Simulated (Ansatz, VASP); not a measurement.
## Two plane-wave programs on Al4N3

```
Al N
1.0
     3.16653    0.00000    0.00000
    -1.58327    2.74230    0.00000
     0.00000    0.00000   10.04672
Al N
4 3
Direct
  0.00000 0.00000 0.49453
  0.33333 0.66667 0.75435
  0.00000 0.00000 0.98466
  0.33333 0.66667 0.24040
  0.33333 0.66667 0.43322
  0.00000 0.00000 0.68800
  0.00000 0.00000 0.17984
```

Alike in both runs: functional PBE; k mesh 12 × 12 × 4; occupations gaussian, width 0.1 eV; no spin polarisation.

Ansatz relaxed the structure, and its values are those at the end. VASP's run is a single point on that final structure, the one shown.

|  | VASP | Ansatz |
| --- | --- | --- |
| version | VASP 6.6.1 | Ansatz 0.2.0 |
| potentials or method | VASP PAW PBE potentials, release 64 (Al, N) | scalar-relativistic, plane waves, PAW |
| plane-wave cutoff (eV) | 520 | 420 |
| valence electrons in the cell | 27 | 27 |

Ansatz gave:

```
gap on the k mesh at the Fermi level (eV) : none
pressure (GPa)                            : -7.4
rms of the force components (eV/Å)        : 0.002
```

What did VASP give for the same quantities?

gap on the k mesh at the Fermi level (eV): none; pressure (GPa): -7.6; rms of the force components (eV/Å): 0.004.

A gap of «none» marks a metal or a gap that the smearing closes.
